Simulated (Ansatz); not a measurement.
The system is Si2W.

```
W Si
1.0
    -1.60690    1.60690    3.91495
     1.60690   -1.60690    3.91495
     1.60690    1.60690   -3.91495
W Si
1 2
Direct
  0.00000 0.00000 0.00000
  0.66530 0.66530 0.00000
  0.33470 0.33470 0.00000
```

Base run:

| Quantity | Value |
| --- | --- |
| Program | Ansatz 0.2.0 |
| Functional | PBEsol |
| Potentials or basis | all-electron LAPW, scalar-relativistic |
| Cutoff | 218 eV (chosen from the basis error) |
| Basis error allowed | 0.002 eV/atom |
| k mesh | 12 × 12 × 12 |
| Occupations | fermi-dirac, width 0.05 eV |
| Spin | no spin polarisation |

Its results: pressure -2.0 GPa; largest force 0.019 eV/Å.

Q: The run is repeated on the same cell with these changes: functional from PBEsol to LDA. What comes out?

A: Pressure -5.8 GPa; largest force 0.054 eV/Å.

LDA binds more tightly than PBEsol, so the same cell stands under less pressure.
